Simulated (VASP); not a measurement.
A run of VASP 6.6.1 is set up as follows.

Contents of INCAR:

```
SYSTEM = InAs
PREC = Accurate
ENCUT = 520
EDIFF = 1E-8
ISMEAR = -1
SIGMA = 0.15
LREAL = .False.
LASPH = .True.
NELM = 100
ALGO = Fast
ISIF = 2
LWAVE = .False.
LCHARG = .False.
GGA = PS
NBANDS = 16
IBRION = 8
NSW = 1
```

File KPOINTS:

```
regular mesh
0
Gamma
  12 12 12
  0 0 0
```

The input POSCAR:

```
InAs
1.0
    0.0000000000      3.0438898535      3.0438898535
    3.0438898535      0.0000000000      3.0438898535
    3.0438898535      3.0438898535      0.0000000000
In As
1 1
Direct
    0.0000000000      0.0000000000      0.0000000000
    0.2500000000      0.2500000000      0.2500000000
```

Potentials or basis: VASP PAW PBE potentials, release 64 (In_d, As).

The run is started by

```console
$ cat potpaw_PBE.64/In_d/POTCAR potpaw_PBE.64/As/POTCAR > POTCAR
$ mpirun -np 1 vasp_std > vasp.out
```

What does it give for the highest phonon frequency at Γ, LO-TO splitting left out?

209 cm⁻¹.

Phonon frequencies in cm⁻¹ (negative: imaginary):
| q point | frequencies |
| --- | --- |
| (0.000, 0.000, 0.000) | 0 0 0 209 209 209 |
